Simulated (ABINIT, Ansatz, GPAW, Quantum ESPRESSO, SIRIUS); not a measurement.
## One calculation of Hf, 5 ways

```
Hf
1.0
     0.00000    2.22000    2.22000
     2.22000    0.00000    2.22000
     2.22000    2.22000    0.00000
Hf
1
Direct
  0.00000 0.00000 0.00000
```

This isn't the form of Hf at room conditions, which is hcp.

Alike in all runs: task single point; functional PBEsol; k mesh 10 × 10 × 10; occupations fermi-dirac, width 0.05 eV; no spin polarisation; no spin-orbit coupling. Pressure is positive in compression and, in plane waves, holds the error of the finite cutoff.

```csv
program and potentials,plane-wave cutoff (eV),notes,band gap (eV),pressure (GPa)
"ABINIT, PseudoDojo NC SR PBEsol v0.4.1 standard",789,-,no gap,-1.30
"Quantum ESPRESSO, GBRV 1.5 PBEsol",612,-,?,?
"Ansatz, all-electron LAPW, scalar-relativistic",-,-,no gap,-1.66
"SIRIUS, PseudoDojo 0.4.1 PBEsol standard (scalar relativistic)",807,-,no gap,-1.30
"GPAW, PAW data sets generated for this functional",600,-,no gap,-1.21
```

Question: Estimate from the other rows what the run with Quantum ESPRESSO, GBRV 1.5 PBEsol gave.

Answer: No band gap; pressure -1.60 GPa. The other rows, which needn't bracket it: pressure -1.66 to -1.21.
